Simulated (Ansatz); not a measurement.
The system is TiSi2.

```
Ti Si
1.0
     4.37464    0.00000    0.00000
    -2.18732    3.78855    0.00000
     0.00000    0.00000    2.56101
Ti Si
1 2
Cartesian
  0.0000 0.0000 0.0000
  0.0000 2.5257 1.2805
  2.1873 1.2628 1.2805
```

The cell was built by a generator and needn't be a form met in nature.

Base run:

```yaml
Program: Ansatz 0.2.0
Functional: LDA
Potentials_or_basis: Ansatz PAW
Cutoff: "420 eV (not typed: the program's choice for these potentials)"
k_mesh: 7 × 7 × 10
Occupations: fermi-dirac, width 0.05 eV
Spin: no spin polarisation
Hubbard_terms: Ti d U = 3 eV
```

Its results: band gap on the k mesh none (metal or under the smearing width); pressure -4.3 GPa.

Problem. The run is repeated on the same cell with these changes: hubbard terms from Ti d U = 3 eV to none; hubbard projectors from ortho-atomic (the default) to none. What comes out?

Solution. Band gap on the k mesh none (metal or under the smearing width); pressure -7.1 GPa.

Caveats: the PAW data sets come from PBE, with cores solved anew for the run's functional, which leaves a small shift of forces and pressure; U without spin polarisation on a metal has little footing (some runs); the U is typed as a test and isn't derived for this compound (some runs).
